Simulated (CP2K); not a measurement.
Runs of CP2K 2026.2 on ZnS. The structure is cubic, space group F-43m (No. 216). Conventional cell: a = 5.404 Å, b = 5.404 Å, c = 5.404 Å, α = 90.00°, β = 90.00°, γ = 90.00°. Zn (site symmetry -43m) has 4 S at 2.34 Å as nearest neighbours. S (site symmetry -43m) has 4 Zn at 2.34 Å as nearest neighbours. 

```tsv
task	level	potentials or basis	smearing	EPS_DEFAULT	NGRIDS	CUTOFF of the grids	points a segment of the path (NPOINTS)	bands added on the path	gap on the mesh (eV)	pressure (GPa)
band structure	r2SCAN	POTENTIAL_UZH Zn GTH-SCAN-q12, S GTH-SCAN-q6; TZVP-MOLOPT-SCAN-GTH basis	fermi-dirac 0.1 eV	1.0E-9	4	675 Ry	8	4	2.50	-0.9
band structure	LDA	GTH_POTENTIALS Zn GTH-PADE-q12, S GTH-PADE-q6; TZVP-MOLOPT-PBE-GTH basis	fermi-dirac 0.0259 eV	1.0E-9	5	450 Ry	10	6	(a)	-4.3
band structure	PBEsol	POTENTIAL_UZH Zn GTH-PBE-q12, S GTH-PBE-q6; TZVP-MOLOPT-PBE-GTH basis	fermi-dirac 0.05 eV	1.0E-10	5	450 Ry	6	2	(b)	-1.3
band structure	PBE	POTENTIAL_UZH Zn GTH-PBE-q12, S GTH-PBE-q6; TZVP-MOLOPT-PBE-GTH basis	fermi-dirac 0.01 eV	1.0E-10	5	450 Ry	10	6	2.08	2.0
```

Alike in all rows: no spin polarisation; cell as given; k mesh 9 × 9 × 9.

Estimate the missing entries.

(a) 1.80; (b) 1.90.

Caveats: the basis of atomic orbitals isn't converged, which shifts pressures, moduli and gaps; the potentials were made for another functional, which shifts forces and pressure (some runs).

